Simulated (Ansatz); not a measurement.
Space group R-3m:H (No. 166). a = 3.053 Å, b = 3.053 Å, c = 14.318 Å, α = 90.00°, β = 90.00°, γ = 120.00°
```tsv
atom	site	symmetry	x	y	z
Ti	6c	3m	0.3333	0.6667	0.9125
C	3b	-3m	0.6667	0.3333	0.8333
```

Equation of state of this Ti2C structure (not necessarily the ground state), with shape and atoms relaxed at each volume where symmetry leaves them free. It has no gap at any of these volumes. Level of theory: DFT PBEsol, scalar-relativistic, plane waves, PAW in Ansatz 0.2.0.

Cutoff 420 eV; k points 18×18×18 on the computed 3-atom cell (Γ-centred); Gaussian smearing, width 0.10 eV; no spin polarisation.

| V (Å³/atom) | E − E(largest V) (meV/atom) | P (GPa) |
| --- | --- | --- |
| 12.070 | 4.21 | 10.16 |
| 12.455 | -13.28 | 4.63 |
| 12.840 | -18.55 | -0.02 |
| 13.226 | -13.57 | -3.94 |
| 13.611 | 0.00 | -7.22 |

Task: Fit a third-order Birch–Murnaghan equation to E(V).

Result: V0 = 12.83 Å³/atom, B0 = 142 GPa, B0' = 4.9.